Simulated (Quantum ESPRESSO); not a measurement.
Input of a Quantum ESPRESSO 7.5 run:

Contents of pw.in:

```
&CONTROL
  calculation = 'vc-relax'
  prefix = 'pwscf'
  outdir = './tmp'
  pseudo_dir = './pseudo'
  tprnfor = .true.
  tstress = .true.
  disk_io = 'low'
  nstep = 40
  forc_conv_thr = 0.0004
  etot_conv_thr = 1d-05
/
&SYSTEM
  ibrav = 0
  nat = 3
  ntyp = 2
  ecutwfc = 45
  ecutrho = 360
  nbnd = 21
  occupations = 'smearing'
  smearing = 'fd'
  degauss = 0.00367493
/
&ELECTRONS
  conv_thr = 6d-10
  electron_maxstep = 120
  mixing_beta = 0.5
/
&IONS
  ion_dynamics = 'bfgs'
/
&CELL
  cell_dynamics = 'bfgs'
  press = 0
  press_conv_thr = 0.3
/
ATOMIC_SPECIES
Pt   195.0840 pt_pbesol_v1.4.uspp.F.UPF
Se    78.9710 se_pbesol_v1.uspp.F.UPF
CELL_PARAMETERS angstrom
   3.7240000000    0.0000000000    0.0000000000
  -1.8620000000    3.2250786037    0.0000000000
   0.0000000000    0.0000000000    5.0620000000
ATOMIC_POSITIONS crystal
Pt     0.0000000000    0.0000000000    0.0000000000
Se     0.6666666667    0.3333333333    0.7500000000
Se     0.3333333333    0.6666666667    0.2500000000
K_POINTS automatic
8 8 5 0 0 0
```

Potentials or basis: GBRV 1.5 PBEsol.

Launch:

```bash
$ OMP_NUM_THREADS=1 mpirun -n 2 pw.x -nk 2 -in pw.in > pw.out
```

What does it give for the relaxed volume?

19.69 Å³/atom.

Predict the band gap on the k mesh.

none (metal or under the smearing width).

Step by step:
| step | energy change (eV) | largest force (eV/Å) | pressure (GPa) | volume (Å³) |
| --- | --- | --- | --- | --- |
| 1 | 0.0000 | 0.3316 | 1.82 | 60.80 |
| 2 | -0.0072 | 0.1444 | 0.06 | 61.36 |
| 3 | -0.0086 | 0.0863 | -0.44 | 61.43 |
| 4 | -0.0104 | 0.0365 | -0.79 | 61.35 |
| 5 | -0.0128 | 0.0063 | -1.03 | 61.14 |
| 6 | -0.0159 | 0.0487 | -1.16 | 60.78 |
| 7 | -0.0196 | 0.0925 | -1.13 | 60.20 |
| 8 | -0.0224 | 0.1282 | -0.70 | 59.27 |
| 9 | -0.0231 | 0.0912 | -0.39 | 59.15 |
| 10 | -0.0237 | 0.0403 | -0.07 | 59.09 |
| 11 | -0.0238 | 0.0047 | 0.12 | 59.04 |
| 12 | -0.0238 | 0.0015 | 0.12 | 59.05 |
| 13 | -0.0239 | 0.0029 | 0.07 | 59.07 |
| 14 | -0.0239 | 0.0010 | 0.01 | 59.08 |

The run has no spin-orbit coupling, so splittings on Pt are missing.
